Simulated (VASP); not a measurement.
A run of VASP 6.6.1 is set up as follows.

INCAR

```
PREC = Accurate
ENCUT = 600
EDIFF = 1E-8
ISMEAR = 0
SIGMA = 0.03
LREAL = F
LASPH = T
NELM = 80
ALGO = Normal
ISIF = 2
LWAVE = F
LCHARG = F
LEPSILON = T
KPAR = 2
```

File KPOINTS:

```
Automatic mesh
0
Gamma
  12 12 12
```

The input POSCAR:

```
CO2                                     
1.0
   -1.9360251964      1.9360251964      2.9525519807
    1.9360251964     -1.9360251964      2.9525519807
    1.9360251964      1.9360251964     -2.9525519807
  C               O             
     2     4
Direct
     0.0000000000000000    0.0000000000000000    0.0000000000000000
     0.7500000000000000    0.2500000000000000    0.5000000000000000
     0.3750000000000000    0.2949578919349676    0.4199578919349676
     0.7050421080650323    0.1250000000000000    0.0800421080650324
     0.8750000000000000    0.9550421080650323    0.5800421080650323
     0.0449578919349677    0.6250000000000000    0.9199578919349677
```

Potentials or basis: VASP PAW LDA potentials, release 64 (C, O).

Command:

```bash
$ cat potpaw_LDA.64/C/POTCAR potpaw_LDA.64/O/POTCAR > POTCAR
$ mpirun -np 2 vasp_std > vasp.out
```

(1) Predict the electronic dielectric tensor (diagonal).

(2) What does it give for the Born charges (mean of the diagonal)?

(3) Estimate the band gap on the k mesh.

## Answers

(1) 3.23, 3.23, 3.20.

(2) C +2.88; O -1.44 e.

(3) 7.49 eV, indirect (least direct gap 7.96 eV).
